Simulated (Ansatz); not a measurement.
# W(110) / 1 layer Mo(110) / W(110): resistance against film thickness

Wanted: interface resistance and thickness dependence for W(110) / 1 layer Mo(110) / W(110).

Program: Ansatz 0.2.0. Level of theory: Ansatz plane-wave DFT, PBE, PAW files; ballistic transport by layer matching (Landauer), zero bias; PAW set soft_1. Results are calculated unless marked as measured.

## Step 1: Set-up

The cell holds 10 atoms: 9 W and 1 Mo. Its edges and angles: a = 2.741 Å, b = 2.741 Å, c = 22.341 Å, α = 90.0°, β = 90.0°, γ = 109.5°. It derives from W and Mo. Regions: lead, 9 atoms (9 W); films, 1 atom (1 Mo). The structure is stacked along c, and the current runs across the ab planes.

## Step 2: With 1 layer

The film is laid into the lead at the lead's in-plane lattice, and the cell closes on the lead's own image. The mesh across the current, 28×28, is finer than the density's, because channels open and close sharply across the zone. Energies from -1 to 1 eV in steps of 0.036 eV cover the slope of the Fermi function at 300 K, so the program can form a conductance.

input.yaml

```yaml
crystal:
  lattice:
    - [1.5824, -2.2378515411, 0.0]
    - [1.5824, 2.2378515411, 0.0]
    - [0.0, 0.0, 22.3409678841]
  atoms:
    - { symbol: W, position: [0.0, 0.0, 0.0500840329] }
    - { symbol: W, position: [0.5, 0.5, 0.1502520987] }
    - { symbol: W, position: [0.0, 0.0, 0.2504201645] }
    - { symbol: W, position: [0.5, 0.5, 0.3505882303] }
    - { symbol: Mo, position: [0.0, 0.0, 0.4499159671] }
    - { symbol: W, position: [0.5, 0.5, 0.5492437039] }
    - { symbol: W, position: [0.0, 0.0, 0.6494117697] }
    - { symbol: W, position: [0.5, 0.5, 0.7495798355] }
    - { symbol: W, position: [0.0, 0.0, 0.8497479013] }
    - { symbol: W, position: [0.5, 0.5, 0.9499159671] }
kpoints:
  mp_grid: { grid: [14, 14, 2] }
hamiltonian:
  xc: pbe
  pseudopotentials: { kind: paw, azcp: { folder: soft_1 } }
scf:
  occupations: { method: fermi_dirac, width: 0.1 }
output:
  transmission: { leads: [[0, 1]], kmesh: [28, 28], e_range: [-1.0, 1.0], de: 0.036 }
  write_potential: true
  write_density: true
  volumetric_format: npy
  elf: true
```

Run with:

```
$ ansatz run input.yaml --threads 8 --pin off --max-ram 15360MiB --backend cpu --events-out ev --progress --plain --runs-dir out
```

Numbers of over 12 decimals in the logs are rounded to 6 here.

The log of the run:

```text
Engine: ansatz 0.2.0, x86_64-unknown-linux-gnu
Pseudopotentials: kind: paw
Pseudopotential: W, paw, valence charge 14, recommended cutoff 420 eV (normal), soft_1/W.paw.azcp
Pseudopotential: Mo, paw, valence charge 14, recommended cutoff 420 eV (normal), soft_1/Mo.paw.azcp
Functional definition: PBE
  parameter kappa = 0.804
  parameter beta = 0.066725
  exchange = pbe_x(kappa = kappa, mu = beta*pi^2/3)
  correlation = pbe_c(beta = beta)
Crystal: 10 atoms, lattice volume = 158.227 Å³
Basis set: ecut = 420 eV, 3153 PW (Γ)
Bands: 84, of which v1, the nominal top of the filled ones, is band 70 counted from 1 (69 counted from 0)
Symmetry: 8 space group operations
Space group: Cmmm (ITA 65), of the structure as read, at distance tolerance 5.4e-5 Å
k-points: 114 of 392
Non-local potential: W, projectors of the file, l = 0: 3, l = 1: 2, l = 2: 2, l = 3: 1
Non-local potential: Mo, projectors of the file, l = 0: 3, l = 1: 2, l = 2: 2, l = 3: 1
PAW form: soft (Blöchl's): semilocal exchange-correlation on the pseudo side does not see the compensation charge
PAW one-centre angular grid: W, 590 points (default); XC on 64 Gauss nodes
PAW one-centre angular grid: Mo, 590 points (default); XC on 64 Gauss nodes
Initial density: superposition of atomic densities (chi_scale 0.1, normalization cell, long waves of neutral atoms (reshape's long-wave potential 2.51 eV rms, cloud 3.16 Å wide))
Initial wavefunctions: pseudopotential atomic-orbital guess
Functional: x = pbe(κ = 0.804, μ = 0.219515), c = pbe(β = 0.066725)
SCF iter   1: F=—  HF=-98431.772405 eV  |F-HF|=—  |Δ(HF+E_count)|=         —  Δρ=6.77e-2  dr2=9.18e0  ethr=3.10e-3  ⟨swp⟩=4.3  Hψ=34110  notcnv=0
preconditioner: auto → Kerker (q_TF=auto, 2.673 Å⁻¹)  [metal: Δε(μ)=0.001 eV  Ē_g=5.401 eV  σ=0.100 eV  W_gap=0.00  n_scr=46 (ndim 8)  ℏωp=22.9 eV  f_vac=0.000  D(μ)=4.59/eV (n_scr^D=16)]
SCF iter   2: F=—  HF=-98430.172180 eV  |F-HF|=—  |Δ(HF+E_count)|=    1.60e0  Δρ=4.04e-2  dr2=3.88e0  ethr=3.10e-3  ⟨swp⟩=2.9  Hψ=15958  notcnv=0  defer=47
SCF iter   3: F=—  HF=-98429.361338 eV  |F-HF|=—  |Δ(HF+E_count)|=   8.11e-1  Δρ=3.52e-3  dr2=1.60e-1  ethr=2.77e-3  ⟨swp⟩=5.0  Hψ=51592  notcnv=0  defer=51
automatic band count: the SCF goes on with 98 bands, as 84 were too few: the levels above may hold too much charge
SCF iter   4: F=—  HF=-98429.359472 eV  |F-HF|=—  |Δ(HF+E_count)|=   1.87e-3  Δρ=5.98e-4  dr2=7.71e-3  ethr=1.14e-4  ⟨swp⟩=1.0  Hψ=12885  notcnv=0  defer=195
SCF iter   5: F=—  HF=-98429.359164 eV  |F-HF|=—  |Δ(HF+E_count)|=   3.08e-4  Δρ=2.41e-4  dr2=3.14e-4  ethr=5.51e-6  ⟨swp⟩=1.6  Hψ=10778  notcnv=0  defer=195
SCF iter   6: F=—  HF=-98429.359157 eV  |F-HF|=—  |Δ(HF+E_count)|=   7.12e-6  Δρ=4.03e-5  dr2=6.95e-6  ethr=2.24e-7  ⟨swp⟩=1.4  Hψ=10551  notcnv=0  defer=195
SCF iter   7: F=—  HF=-98429.359141 eV  |F-HF|=—  |Δ(HF+E_count)|=   1.65e-5  Δρ=7.37e-6  dr2=3.52e-7  ethr=4.96e-9  ⟨swp⟩=2.0  Hψ=12466  notcnv=0  defer=195
SCF iter   8: F=-98429.359140 eV  HF=-98429.359140 eV  |F-HF|=3.19e-8  |Δ(HF+E_count)|=   3.11e-8  Δρ=1.97e-6  dr2=3.43e-8  ethr=7.14e-11  ⟨swp⟩=6.3  Hψ=25926  notcnv=0
SCF 1 converged in 8 iterations: F = -98429.359140 eV  dr2 = 3.43e-8
  greatest PAW one-centre occupation: 0.999 electrons in one spin orbital (limit 2), on the W atom at site 5 (counted from 0), in its partial waves of l = 0
transmission: 746 of 7385 steps passed
transmission: 1481 of 7385 steps passed
[...]
transmission: 7385 of 7385 steps passed
SCF converged after 8 iterations
Free energy (F): -98429.359140 eV
Harris-Foulkes:  -98429.359140 eV  (|F-HF|=3.19e-8)
Internal energy: -98429.187770 eV  (E = F + TS)
E sigma→0 (E₀):  -98429.273455 eV
Entropy (-TS):   -0.171370 eV (-17.137 meV/atom)
Fermi energy:    22.340700 eV
--- Per-component energies (eV) ---
  E_band       = -811.129681
  E_kinetic    = 4218.999207
  E_local      = -5641.642026  (includes V_loc(G=0)·N_el)
  E_nonlocal   = -81.284635
  E_hartree    = 2309.176627
  E_xc         = -2586.581984
  E_vxc        = -2303.163679  (∫ρ·V_xc dr)
  E_paw        = -80412.579160  (= ΣΔE_a)
  E_vpaw       = -1622.396601  (= ΣTr[D̂ρ^β])
  E_aug_tail   = 0.001377  (compensation charges beyond the density's cutoff)
  E_ewald      = -16235.277177
  E_smearing   = -0.171370  (= −TS)
  E_closure    = -0.000000  (closes the sum)
  Σ components = -98429.359140   (vs F -98429.359140, Δ=0.00e0)
--- Band table (eV; the first three rows and the last of 114) ---
  k-point 0: bands = [... 66 lower, 21.0554, 21.0556, 21.4563, 21.5369, 21.8740, 21.9739, 22.7749, 22.8957, ... 24 higher]
  k-point 1: bands = [... 66 lower, 21.1023, 21.1040, 21.1566, 21.1861, 22.0154, 22.1130, 22.6357, 22.8253, ... 24 higher]
  k-point 2: bands = [... 66 lower, 20.9808, 21.2397, 21.5499, 21.6173, 21.6987, 21.7345, 22.6295, 23.0364, ... 24 higher]
  k-point 113: bands = [... 66 lower, 22.4662, 22.6103, 22.8208, 22.8529, 24.0007, 24.1014, 24.1295, 24.1908, ... 24 higher]
--- Transmission ---
  basis      : 63 plane waves across, 35 finite elements along
  points     : 211, standing for a mesh of 28 x 28
  filling    : by the input's occupations and mesh, since the crystals that have channels conduct as metals do. If one of these is a semiconductor, that mesh has misplaced its level
  energies   : 56 from -1.000000 to 0.980000 eV about the Fermi level, 0.036000 eV apart; the leads are filled to 0.000000 eV, and channels, transmission and decay are at 0.008000 eV
  crystal 0  : W1, at the sites [0, 1], period 2.2379 Å, over 20.14 Å; its Hamiltonian steps by up to 1.1 meV
    offset         : up to 0.0000 Å between an atom of the period and one for which it stands
    filled         : 0.9 meV under the level at which it is neutral
    channels       : 8.367347e-1 a spin
    conductance    : 9.1680e14 S/m² at 300 K; may be off by some 0.0 % by where its bands' edges are placed, 8.4 % from the k-mesh, 0.1 % from the distance to neutral
    slowest decay  : 0.0156 /Å at (-0.4643, 0.2143)
  junction   : crystal 0 to crystal 0, -0.70 to 19.41 Å
    transmission   : 7.779488e-1 a spin
    conductance    : 8.4798e14 S/m² at 300 K (8.5088e14 on every other point, 8.4712e14 on every other energy)
    error estimate : 0.1 % from the energy spacing and 0.0 % from band edges of the leads and from resonances (wavevectors taken as independent; lower de), 7.4 % from the k-mesh, 0.3 % from the steps of its leads' Hamiltonians or their offsets (lay more layers), 0.1 % from the distance to neutral
    resistance     : 8.8510e-5 Ω µm² beyond half of each lead's own
```

Wall time 3 min (8 threads of Intel Xeon at 2.70GHz, shared host); peak memory 1.7 GiB.

This step gave:

| Quantity | Value |
| --- | --- |
| free energy | -98429.3591 eV |
| energy at zero smearing | -98429.2735 eV |
| Fermi energy | 22.34 eV |
| cell area | 7.082 Å² |
| step of the lead's potential | 1.1 meV |
| ballistic conductance of the lead | 9.17e14 S/m² |
| estimated errors of the lead's conductance | 0, 8.4, 0.1 % (band edges, k-mesh, distance from neutral) |
| lead conductance per cell | 0.8380 G₀ |
| conductance of the junction | 8.48e14 S/m² |
| junction conductance per cell | 0.7751 G₀ |
| estimated errors of the junction's conductance | 0.1, 0, 7.4, 0.3, 0.1 % (energy step, band edges, k-mesh, leads' steps, distance from neutral) |
| area resistance that the stack adds (contact term taken off, spin by spin) | 0.08851 fΩ m² |

Per spin. Table of transmission, zone mean by energy, zero at the Fermi level:

energy (eV), transmission, zone mean and a bar from the least value:
```
   -1.000       0.80 ######
   -0.928       0.80 ######
   -0.856       0.79 ######
   -0.784       0.76 ####
   -0.712       0.71 ###
   -0.676       0.72 ###
   -0.604       0.71 ###
   -0.532       0.72 ###
   -0.460       0.74 ####
   -0.388       0.71 ###
   -0.316       0.69 ##
   -0.244       0.64 
   -0.172       0.66 #
   -0.100       0.73 ###
   -0.028       0.75 ####
    0.008       0.78 #####
    0.080       0.83 #######
    0.152       0.92 ##########
    0.224       0.97 ############
    0.296       0.99 #############
    0.368       1.05 ################
    0.440       1.08 #################
    0.512       1.20 #####################
    0.584       1.26 ########################
    0.656       1.26 ########################
    0.692       1.26 ########################
    0.764       1.27 ########################
    0.836       1.33 ##########################
    0.908       1.39 ############################
    0.980       1.43 ##############################
```

Per spin. Open channels, zone mean, lead against energy, zero at the Fermi level:

| energy (eV) | open channels, zone mean, lead |
| --- | --- |
| -1.000 | 0.857 |
| -0.892 | 0.870 |
| -0.820 | 0.860 |
| -0.712 | 0.760 |
| -0.640 | 0.763 |
| -0.532 | 0.788 |
| -0.424 | 0.788 |
| -0.352 | 0.75 |
| -0.244 | 0.704 |
| -0.136 | 0.763 |
| -0.064 | 0.793 |
| 0.008 | 0.837 |
| 0.044 | 0.872 |
| 0.116 | 0.941 |
| 0.224 | 1.05 |
| 0.332 | 1.08 |
| 0.404 | 1.17 |
| 0.512 | 1.30 |
| 0.620 | 1.35 |
| 0.692 | 1.34 |
| 0.800 | 1.40 |
| 0.872 | 1.46 |
| 0.980 | 1.58 |

Transmission over k1 and k2. At 0.0080 eV from the Fermi level.

Values, 12 rows by 16 columns, each cell a mean:
```
1.77 1.30 1.00 1.48 0.00 0.00 0.00 0.39 1.39 0.97 0.00 0.00 0.43 1.00 1.05 1.59
1.00 1.00 1.06 1.51 0.55 0.08 0.00 0.00 0.00 0.00 0.20 0.28 0.59 1.00 1.00 1.00
0.72 0.93 0.83 2.34 1.95 1.48 0.24 0.00 0.00 0.23 0.94 1.00 0.98 0.87 0.57 0.57
0.35 0.00 0.12 1.32 2.02 2.52 2.10 0.56 0.56 0.75 1.39 1.06 1.00 0.71 0.00 0.00
0.18 0.00 0.00 0.00 0.85 2.16 1.64 1.05 1.21 1.03 1.23 1.05 0.69 0.26 0.06 0.45
1.59 0.53 0.00 0.00 0.00 0.84 1.06 1.68 1.86 1.49 0.99 0.41 0.00 0.00 0.21 1.64
1.34 0.96 0.00 0.08 0.14 0.91 1.04 1.52 1.64 1.17 1.17 0.67 0.00 0.00 0.00 0.39
0.00 0.00 0.10 0.86 0.98 1.52 1.29 0.99 0.99 1.35 2.70 2.33 1.03 0.08 0.00 0.00
0.35 0.00 0.14 0.99 1.00 1.04 0.94 0.14 0.14 0.42 1.80 2.13 1.95 1.23 0.00 0.00
0.99 1.00 1.00 0.98 0.85 0.85 0.47 0.00 0.00 0.00 0.12 1.32 1.96 1.94 1.20 1.36
1.25 1.03 1.00 1.00 0.00 0.00 0.06 0.44 0.22 0.00 0.00 0.00 0.63 1.07 0.99 1.13
2.38 1.56 1.00 0.99 0.26 0.09 0.20 1.60 1.61 0.47 0.00 0.35 0.63 1.07 1.10 1.84
```
Columns: k1 (b1) from -0.5 to 0.464; rows upwards: k2 (b2) from -0.5 to 0.464.

Open channels over k1 and k2. At 0.0080 eV from the Fermi level.

Ten even steps from '_' (0.00) to '@' (3.71), each cell a mean:
```
++++==::::::++____________==++++++__________::::::::==++
====::::::::++______________------__________::::::::::==
::::::::::::--______________________________::::::::::::
::::::::::####====__________________::::::::::::::::::::
..------..####++++++..____________::::::::::::::........
::________++++++**++++::__________::::::::::::::________
..________..++++**@@####..........====::::::::::________
______________==++%%%%##::::::::::::==++::::::::________
..______________--****::::------::::::==......______....
++--______________::::::==++++++==::::::____________++++
++++==____________::::::++++++++++::::::____________++++
++++++____________::::::==++++++==::::::______________==
------______......--::::::======::::====::______________
__________..::::::++==::::::::::::**%%%%++--____________
__________::::::::--++==::::::::::####@@++++==__________
--________::::::::::::::__________--++++##++++++________
..........::::::::::::::____________::++++++****..::::::
::::::::::::::::::::::________________..++++%%%%::------
::::::::::::::______________________________----::::::::
----::::::::::__________......______________++::::::::--
++++==::::::::__________++++++--____________++::::::==++
@@++++::::::::__==______++++++++==______==__--::::::++++
```
Columns: k1 (b1) from -0.5 to 0.464; rows upwards: k2 (b2) from -0.5 to 0.464.

Electrostatic potential energy in the ca plane at fractional y = 0.000, with atoms of W and Mo within 0.2 Å of it. With pseudopotentials it is smooth inside the atoms' cores, unlike the true potential.

Ten even steps from '0' (-28 eV) to '9' (23 eV), each cell a mean:
```
00158999998300038999998400017999999610015999
21379999999521258999999720148999999742137999
66799999999866689999999976689999999976679999
88999999999998999999999999999999999998899999
77899999999987899999999988899999999987789999
33589999999743479999999852369999999863358999
00159999998410148999999500027999999620026999
01148999997201027999998300006999999511115899
```
Columns run along c (16.0 Å, from fractional 0.04 to 0.76 of the cell; values clipped at the 3rd and 97th percentile), rows up along a (2.7 Å). Atoms in or near the plane, at fractional coordinates: W at (0.05, 0.00), W at (0.25, 0.00), Mo at (0.45, 0.00), W at (0.65, 0.00).

Valence density in the ca plane at fractional y = 0.000, with atoms of W and Mo within 0.2 Å of it. It is the smooth field of the valence electrons, not physical close to the nuclei.

Values in e/Å³, 5 rows by 16 columns, each cell a mean:
```
4.6 0.7 0.3 0.4 3.5 2.7 0.3 0.3 1.4 4.9 0.6 0.3 0.4 3.8 2.4 0.3
1.1 0.4 0.4 0.3 0.9 0.7 0.3 0.3 0.4 1.1 0.3 0.4 0.3 0.9 0.6 0.3
0.5 0.3 0.4 0.3 0.4 0.4 0.3 0.4 0.3 0.4 0.3 0.4 0.3 0.4 0.4 0.3
2.1 0.4 0.3 0.3 1.6 1.2 0.3 0.3 0.6 2.1 0.4 0.3 0.3 1.8 1.1 0.3
5.3 0.9 0.3 0.4 4.1 3.2 0.3 0.3 1.8 6.0 0.8 0.3 0.4 4.4 2.9 0.3
```
Columns run along c (16.0 Å, from fractional 0.04 to 0.76 of the cell), rows up along a (2.7 Å). Atoms in or near the plane, at fractional coordinates: W at (0.05, 0.00), W at (0.25, 0.00), Mo at (0.45, 0.00), W at (0.65, 0.00).

ELF in the ca plane at fractional y = 0.000, with atoms of W and Mo within 0.2 Å of it. It is the smooth field of the valence electrons, not physical close to the nuclei.

Values, 5 rows by 16 columns, each cell a mean:
```
0.58 0.37 0.38 0.37 0.53 0.48 0.39 0.39 0.40 0.66 0.35 0.38 0.36 0.55 0.47 0.40
0.39 0.37 0.36 0.41 0.35 0.33 0.41 0.38 0.32 0.38 0.36 0.36 0.41 0.36 0.33 0.41
0.33 0.45 0.38 0.45 0.35 0.37 0.43 0.40 0.39 0.28 0.44 0.38 0.45 0.34 0.39 0.42
0.52 0.34 0.35 0.39 0.43 0.37 0.40 0.37 0.32 0.52 0.33 0.35 0.38 0.45 0.36 0.40
0.46 0.40 0.40 0.37 0.48 0.49 0.40 0.40 0.45 0.61 0.38 0.40 0.37 0.48 0.48 0.41
```
Columns run along c (16.0 Å, from fractional 0.04 to 0.76 of the cell), rows up along a (2.7 Å). Atoms in or near the plane, at fractional coordinates: W at (0.05, 0.00), W at (0.25, 0.00), Mo at (0.45, 0.00), W at (0.65, 0.00).

The lead's potential steps by 1.1 meV from period to period, small in itself. The program estimates the junction's conductance to 7.4 % from the k-mesh, 0.1 % from the leads' distance from neutral and 0.3 % from their steps.

By hand: 1/G − 1/G_lead = 1/0.8480 − 1/0.9168 = 0.0885 fΩ m² with G in 10¹⁵ S/m².

## Step 3: With 2 layers, film layers 2

The stack now holds 2 film layers; the k-mesh follows the cell, and the energies span -0.27 to 0.27 eV.

System of this step: W(110) / 2 layers Mo(110) / W(110). The cell holds 10 atoms: 8 W and 2 Mo. Cell: a = 2.741 Å, b = 2.741 Å, c = 22.303 Å, α = 90.0°, β = 90.0°, γ = 109.5°. It derives from W and Mo. Regions: lead, 8 atoms (8 W); films, 2 atoms (2 Mo). The structure is stacked along c, and the current runs across the ab planes.

input.yaml

```yaml
crystal:
  lattice:
    - [1.5824, -2.2378515411, 0.0]
    - [1.5824, 2.2378515411, 0.0]
    - [0.0, 0.0, 22.3034203571]
  atoms:
    - { symbol: W, position: [0.0, 0.0, 0.0501683487] }
    - { symbol: W, position: [0.5, 0.5, 0.1505050462] }
    - { symbol: W, position: [0.0, 0.0, 0.2508417437] }
    - { symbol: W, position: [0.5, 0.5, 0.3511784412] }
    - { symbol: Mo, position: [0.0, 0.0, 0.450673395] }
    - { symbol: Mo, position: [0.5, 0.5, 0.549326605] }
    - { symbol: W, position: [0.0, 0.0, 0.6488215588] }
    - { symbol: W, position: [0.5, 0.5, 0.7491582563] }
    - { symbol: W, position: [0.0, 0.0, 0.8494949538] }
    - { symbol: W, position: [0.5, 0.5, 0.9498316513] }
kpoints:
  mp_grid: { grid: [14, 14, 2] }
hamiltonian:
  xc: pbe
  pseudopotentials: { kind: paw, azcp: { folder: soft_1 } }
scf:
  occupations: { method: fermi_dirac, width: 0.1 }
output:
  transmission:
    leads: [[0, 1]]
    kmesh: [28, 28]
    e_range: [-0.27, 0.27]
    de: 0.036
  write_potential: true
  write_density: true
  volumetric_format: npy
```

The log of the run:

```text
[...]
Crystal: 10 atoms, lattice volume = 157.961 Å³
Basis set: ecut = 420 eV, 3153 PW (Γ)
Bands: 84, of which v1, the nominal top of the filled ones, is band 70 counted from 1 (69 counted from 0)
Symmetry: 8 space group operations
[...]
k-points: 114 of 392
[...]
--- Transmission ---
  basis      : 63 plane waves across, 33 finite elements along
  points     : 211, standing for a mesh of 28 x 28
[...]
filled         : 3.3 meV under the level at which it is neutral
    channels       : 8.469388e-1 a spin
[...]
slowest decay  : 0.0149 /Å at (0.4643, 0.2143)
  junction   : crystal 0 to crystal 0, 0.70 to 20.76 Å
    transmission   : 7.356557e-1 a spin
[...]
resistance     : 1.6087e-4 Ω µm² beyond half of each lead's own
[key lines of the parts left out:]
SCF converged after 8 iterations
Free energy (F): -92999.495575 eV
Fermi energy:    22.215294 eV
```

The job ended after 87 s (8 threads; peak memory 1.7 GiB).

This step gave:

```yaml
free_energy: -92999.4956 eV
energy_at_zero_smearing: -92999.4084 eV
fermi_energy: 22.22 eV
step_of_the_lead_s_potential: 2.4 meV
ballistic_conductance_of_the_lead: 9.15e14 S/m²
estimated_errors_of_the_lead_s_conductance: 0, 8.4, 0.3 % (band edges, k-mesh, distance from neutral)
lead_conductance_per_cell: 0.8362 G₀
conductance_of_the_junction: 7.97e14 S/m²
junction_conductance_per_cell: 0.7289 G₀
estimated_errors_of_the_junction_s_conductance: 0.1, 0, 6.9, 0.7, 0.2 % (energy step, band edges, k-mesh, leads' steps, distance from neutral)
area_resistance_that_the_stack_adds_contact_term_taken_off_spin_by_spin: 0.1609 fΩ m²
```

Per spin. The transmission, zone mean by energy, zero at the Fermi level:

| energy (eV) | transmission, zone mean |
| --- | --- |
| -0.270 | 0.609 |
| -0.234 | 0.609 |
| -0.198 | 0.625 |
| -0.162 | 0.643 |
| -0.126 | 0.669 |
| -0.090 | 0.696 |
| -0.054 | 0.705 |
| -0.018 | 0.718 |
| 0.018 | 0.736 |
| 0.054 | 0.756 |
| 0.090 | 0.776 |
| 0.126 | 0.819 |
| 0.162 | 0.865 |
| 0.198 | 0.881 |
| 0.234 | 0.929 |
| 0.270 | 0.934 |

The conductance of the junction is 8.0e14 S/m², 6.0 % under the 8.5e14 S/m² of the last finished run, within the error estimates, leads' steps apart, of 7.4 and 6.9 %.

(Part 1 of 3 ends here.)

[Logs are printed without paths, hosts, clocks, repeated set-up lines and the standing remarks that a program may print on its own settings, such as how far it seeks lower states.]

[Hosts, paths, dates, database ids (printed as entryN), source tags and the programs' standing remarks are cut or masked in the printed files.]
